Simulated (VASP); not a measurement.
# Re (Cmce) in VASP: further runs, part 2 of 2

VASP 6.6.1.

## Step 4: Single point, r2SCAN

This run uses another cell than the first one: it holds 12 atoms, not 4.

Contents of POSCAR:

```
Re
1.0
    3.2817771922      1.8947349454      6.5559038211
   -3.2817771922      1.8947349454      6.5559038211
    0.0000000000     -3.7894698907      6.5559038211
Re
12
Direct
    0.0199090496      0.6391589184      0.0199090496
    0.0199090496      0.0199090496      0.6391589184
    0.6391589184      0.0199090496      0.0199090496
    0.9800909504      0.3608410816      0.9800909504
    0.3608410816      0.9800909504      0.9800909504
    0.9800909504      0.9800909504      0.3608410816
    0.2324291750      0.6169273885      0.2324291750
    0.2324291750      0.2324291750      0.6169273885
    0.6169273885      0.2324291750      0.2324291750
    0.7675708250      0.3830726115      0.7675708250
    0.3830726115      0.7675708250      0.7675708250
    0.7675708250      0.7675708250      0.3830726115
```

Contents of INCAR.step1:

```
SYSTEM = Re
ALGO = Normal
EDIFF = 1E-4
ENCUT = 520
GGA = PE
ISMEAR = 0
LASPH = .TRUE.
LCHARG = .FALSE.
LREAL = .FALSE.
LWAVE = .TRUE.
NBANDS = 54
NELM = 100
PREC = Accurate
SIGMA = 0.1
```

Contents of INCAR.step2:

```
SYSTEM = Re
ALGO = Normal
EDIFF = 1E-6
ENCUT = 520
ISIF = 2
ISMEAR = 0
ISTART = 1
LASPH = .TRUE.
LCHARG = .FALSE.
LMIXTAU = .TRUE.
LREAL = .FALSE.
LWAVE = .FALSE.
METAGGA = R2SCAN
NBANDS = 54
NELM = 100
PREC = Accurate
SIGMA = 0.1
```

Contents of KPOINTS:

```
k-points
0
G
  3 3 3
  0 0 0
```

On the command line:

```sh
$ cat potpaw_PBE.64/Re/POTCAR > POTCAR
$ cp INCAR.step1 INCAR
$ mpirun -np 1 vasp_std > vasp.out
$ cp INCAR.step2 INCAR
$ mpirun -np 1 vasp_std > vasp.out
```

Run time: 9.6 min. Hardware: 1 thread of Intel Xeon Platinum 8375C at 2.90GHz (Ice Lake), shared host; peak memory 0.47 GiB.

The run converged. Its results:

```
Free energy            : -614.8816 eV
Pressure               : -0.7 GPa
Largest force          : 0.131 eV/Å
Band gap on the k mesh : none (metal or under the smearing width)
```

Forces in eV/Å, atoms in the order of the input:
```
Re  -0.098  0.057 -0.066
Re   0.000 -0.113 -0.066
Re   0.098  0.057 -0.066
Re   0.098 -0.057  0.066
Re  -0.098 -0.057  0.066
Re   0.000  0.113  0.066
Re  -0.008  0.005  0.000
Re   0.000 -0.009  0.000
Re   0.008  0.005  0.000
Re   0.008 -0.005  0.000
Re  -0.008 -0.005  0.000
Re   0.000  0.009  0.000
```

Stress tensor (GPa, compression positive):
```
-0.91  0.00  0.00
 0.00 -0.91  0.00
 0.00  0.00 -0.19
```

Levels at points of the mesh, in eV from the Fermi level:
```tsv
k point	band 38	band 39	band 40	band 41	band 42	band 43	band 44	band 45
(0.00, 0.00, 0.00)	-1.00	-0.33	-0.33	0.07	0.07	0.17	0.17	0.46
```

Caveat: the k mesh is coarse (spacing up to 0.38 Å⁻¹), so the values aren't converged; the PAW data sets were made with another functional, which shifts forces and pressure a little.

## Step 5: Single point, r2SCAN

This run uses another cell than the first one: it holds 8 atoms, not 4.

Contents of POSCAR:

```
Re
1.0
    4.9335961179      0.0000000000      0.0000000000
    0.0000000000      4.9335961179      0.0000000000
    0.0000000000      0.0000000000      4.9335961179
Re
8
Direct
    0.5000000000      0.5000000000      0.5000000000
    0.0000000000      0.0000000000      0.0000000000
    0.2500000000      0.0000000000      0.5000000000
    0.5000000000      0.2500000000      0.0000000000
    0.5000000000      0.7500000000      0.0000000000
    0.7500000000      0.0000000000      0.5000000000
    0.0000000000      0.5000000000      0.7500000000
    0.0000000000      0.5000000000      0.2500000000
```

Contents of INCAR.step1:

```
SYSTEM = Re
PREC     = Accurate       ! precision mode
ENCUT    = 520            ! plane-wave cutoff, eV
ISMEAR   = 0              ! smearing method
SIGMA    = 0.1            ! smearing width, eV
LREAL    = .False.        ! projectors in reciprocal space
LASPH    = .True.         ! aspherical terms in the spheres
NELM     = 60             ! most SCF steps
NBANDS   = 38             ! bands
GGA      = PE             ! functional
ALGO     = Normal         ! electronic algorithm
EDIFF    = 1E-4           ! SCF threshold, eV
LWAVE    = .True.         ! write WAVECAR
LCHARG   = .False.        ! write CHGCAR
```

Contents of INCAR.step2:

```
SYSTEM = Re
PREC     = Accurate       ! precision mode
ENCUT    = 520            ! plane-wave cutoff, eV
EDIFF    = 1E-7           ! SCF threshold, eV
ISMEAR   = 0              ! smearing method
SIGMA    = 0.1            ! smearing width, eV
LREAL    = .False.        ! projectors in reciprocal space
LASPH    = .True.         ! aspherical terms in the spheres
NELM     = 60             ! most SCF steps
ALGO     = Normal         ! electronic algorithm
ISIF     = 2              ! what is computed and relaxed
LWAVE    = .False.        ! write WAVECAR
LCHARG   = .False.        ! write CHGCAR
METAGGA  = R2SCAN         ! meta-GGA
LMIXTAU  = .True.       
NBANDS   = 38             ! bands
ISTART   = 1
```

Contents of KPOINTS:

```
regular mesh
0
Gamma
  4 4 4
  0 0 0
```

Potentials or basis: VASP PAW PBE potentials, release 64 (Re).

On the command line:

```sh
$ cat potpaw_PBE.64/Re/POTCAR > POTCAR
$ cp INCAR.step1 INCAR
$ mpirun -np 1 vasp_std > vasp.out
$ cp INCAR.step2 INCAR
$ mpirun -np 1 vasp_std > vasp.out
```

OUTCAR:

```text
SYSTEM = Re
   PREC = Accurate
   ENCUT = 520
   EDIFF = 1E-7
   ISMEAR = 0
   LREAL = .False.
   LASPH = .True.
   NELM = 60
   ISIF = 2
   METAGGA = R2SCAN
   ISTART = 1

 ion  position               nearest neighbor table
   1  0.500  0.500  0.500-   3 2.76   4 2.76   5 2.76   6 2.76   7 2.76   8 2.76   4 2.76   5 2.76
                             3 2.76   6 2.76   7 2.76   8 2.76
   2  0.000  0.000  0.000-   3 2.76   4 2.76   5 2.76   6 2.76   7 2.76   8 2.76   3 2.76   6 2.76
                             7 2.76   8 2.76   4 2.76   5 2.76
   3  0.250  0.000  0.500-   6 2.47   6 2.47   1 2.76   2 2.76   1 2.76   2 2.76   8 3.02   5 3.02
                             4 3.02   5 3.02   4 3.02   7 3.02   8 3.02   7 3.02
[... 620 lines left out ...]
  external PRESSURE =     -19.1556939 kB  Pullay stress =       0.0000000 kB

 VOLUME and BASIS-vectors are now :
 -----------------------------------------------------------------------------
  energy-cutoff  :      520.00
  volume of cell :      120.09
      direct lattice vectors                 reciprocal lattice vectors
     4.933596118  0.000000000  0.000000000     0.202691906  0.000000000  0.000000000
     0.000000000  4.933596118  0.000000000     0.000000000  0.202691906  0.000000000
     0.000000000  0.000000000  4.933596118     0.000000000  0.000000000  0.202691906

 POSITION                                       TOTAL-FORCE (eV/Angst)
 -----------------------------------------------------------------------------------
      2.46680      2.46680      2.46680         0.000000      0.000000     -0.000000
      0.00000      0.00000      0.00000         0.000000      0.000000     -0.000000
      1.23340      0.00000      2.46680         0.000000      0.000000     -0.000000
      2.46680      1.23340      0.00000         0.000000      0.000000     -0.000000
      2.46680      3.70020      0.00000         0.000000     -0.000000     -0.000000
      3.70020      0.00000      2.46680        -0.000000     -0.000000      0.000000
      0.00000      2.46680      3.70020        -0.000000     -0.000000      0.000000
      0.00000      2.46680      1.23340        -0.000000     -0.000000     -0.000000
 -----------------------------------------------------------------------------------
    total drift:                               -0.000000     -0.000000     -0.000000

  FREE ENERGIE OF THE ION-ELECTRON SYSTEM (eV)
  ---------------------------------------------------
  free  energy   TOTEN  =      -418.3233195351 eV

  energy  without entropy=     -418.2758163734  energy(sigma->0) =     -418.29956795
```

Wall time 2.4 min (1 thread of Intel Xeon Platinum 8488C (Sapphire Rapids), shared host); peak memory 0.26 GiB.

What came out:

```yaml
Free_energy: -418.3233 eV
Pressure: -1.9 GPa
Band_gap_on_the_k_mesh: none (metal or under the smearing width)
```

Caveat: the PAW data sets were made with another functional, which shifts forces and pressure a little. Spin-orbit coupling is left out, which matters for the levels of Re.

## Step 6: Single point, r2SCAN

This run uses another cell than the first one: it holds 8 atoms, not 4.

POSCAR: that of step 5 with these lines changed.

```diff
@@ -2,5 +2,5 @@
 1.0
-    4.9335961179      0.0000000000      0.0000000000
-    0.0000000000      4.9335961179      0.0000000000
-    0.0000000000      0.0000000000      4.9335961179
+    4.9226718373      0.0000000000      0.0000000000
+    0.0000000000      4.9226718373      0.0000000000
+    0.0000000000      0.0000000000      4.9226718373
 Re
```

Contents of INCAR.step1:

```
SYSTEM = Re
PREC = Accurate
ENCUT = 520
ISMEAR = 0
SIGMA = 0.1
LREAL = .FALSE.
LASPH = .TRUE.
NELM = 100
NBANDS = 38
GGA = PE
ALGO = Normal
EDIFF = 1E-4
LWAVE = .TRUE.
LCHARG = .FALSE.
```

Contents of INCAR.step2:

```
SYSTEM = Re
PREC = Accurate
ENCUT = 520
EDIFF = 1E-7
ISMEAR = 0
SIGMA = 0.1
LREAL = .FALSE.
LASPH = .TRUE.
NELM = 100
ALGO = Normal
ISIF = 2
LWAVE = .FALSE.
LCHARG = .TRUE.
METAGGA = R2SCAN
LMIXTAU = .TRUE.
LELF = .TRUE.
LVHAR = .TRUE.
NBANDS = 38
ISTART = 1
```

Contents of KPOINTS:

```
Automatic mesh
0
G
  8 8 8
  0 0 0
```

Potentials or basis: VASP PAW PBE potentials, release 64 (Re).

On the command line:

```sh
$ cat potpaw_PBE.64/Re/POTCAR > POTCAR
$ cp INCAR.step1 INCAR
$ mpirun -np 1 vasp_std > vasp.out
$ cp INCAR.step2 INCAR
$ mpirun -np 1 vasp_std > vasp.out
```

Wall time 7.3 min (1 thread of Intel Xeon Platinum 8488C (Sapphire Rapids), shared host); peak memory 0.32 GiB.

The run converged. Its results:

```yaml
Free_energy: -418.4153 eV
Pressure: -0.2 GPa
Band_gap_on_the_k_mesh: none (metal or under the smearing width)
```

Levels at points of the mesh, in eV from the Fermi level:
```csv
k point,band 24,band 25,band 26,band 27,band 28,band 29,band 30,band 31,band 32,band 33
"(0.00, 0.00, 0.00)",-1.92,-1.92,0.17,0.17,0.17,0.18,0.18,0.18,0.50,0.50
"(0.50, 0.00, 0.00)",-2.27,-0.85,-0.85,-0.74,-0.74,-0.27,-0.27,0.68,0.68,1.52
"(0.50, 0.50, 0.00)",-1.25,-1.25,-1.23,-0.99,-0.27,-0.21,0.80,0.87,1.06,1.06
"(0.50, 0.50, 0.50)",-2.88,-0.12,-0.12,-0.12,-0.12,-0.12,-0.12,1.70,1.70,1.70
```

Caveat: the PAW data sets were made with another functional, which shifts forces and pressure a little.

## Step 7: Overview

| cell | k mesh | mesh quality | gap on the mesh (eV) | pressure (GPa) | largest force (eV/Å) |
| --- | --- | --- | --- | --- | --- |
| Cmce, 15.54 Å³/atom | 6 × 6 × 4 | coarse | none | 40.5 | 9.65 |
| Fmmm, 14.75 Å³/atom | 6 × 6 × 4 | coarse | none | 0.0 | - |
| R-3m, 20.38 Å³/atom | 3 × 3 × 3 | coarse | none | -0.7 | 0.13 |
| Pm-3n, 15.01 Å³/atom | 4 × 4 × 4 | not flagged | none | -1.9 | - |
| Pm-3n, 14.91 Å³/atom | 8 × 8 × 8 | not flagged | none | -0.2 | - |

Alike in all rows: task single point; level r2SCAN; potentials or basis VASP PAW PBE potentials, release 64 (Re); no spin polarisation; cutoff (eV) 520; smearing gaussian 0.1 eV.

Caveats: some runs use coarse meshes; the PAW data sets were made with another functional, which shifts forces and pressure a little; a pressure of tens of GPa on the cell as given is suspect, and the run, the potentials or the cell itself is likely at fault (some runs).

Absolute energies hang on the potentials; compare differences alone.
